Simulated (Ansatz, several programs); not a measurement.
AgBr (rocksalt), relaxed with PBE in Ansatz (plane waves, PAW): space group Fm-3m (No. 225), cubic; a = 5.840 Å in the conventional setting, 24.90 Å³ an atom. Around Ag lie 6 Br at 2.92 Å; around Br lie 6 Ag at 2.92 Å. The cell was then scaled with its shape and fractional coordinates held. Spin-unpolarised throughout; all numbers are computed.

```
V (Å³/atom)  E (meV/atom)
     23.404         12.72
     24.151          3.08
     24.898          0.00
     26.392          9.32
```

(1) Pass a cubic E = c₀ + c₁u + c₂u² + c₃u³, with u = V − 24.711 Å³, through these points.

(2) Where is the minimum, and what bulk modulus follows?

(3) Predict the energy and the pressure at the withheld volume, 25.645 Å³.

Answers

(1) c₀ = 0.21, c₁ = -2.091, c₂ = 5.173, c₃ = -0.4198 (meV and Å³).

(2) dE/du = 0 at u = +0.207, so V₀ = 24.92 Å³. B = V₀ d²E/dV² = 24.92 × (2c₂ + 6c₃u) = 24.92 × 9.823 = 245 meV/Å³, and 1 meV/Å³ is 0.16022 GPa: 39 GPa. A third-order Birch-Murnaghan fit to all five points gives 24.92 Å³ and 39 GPa.

(3) With u = +0.934: E ≈ 2.43 meV and P = −dE/dV ≈ -1.04 GPa. The run gives 2.41 meV and, from its stress, -1.03 GPa.
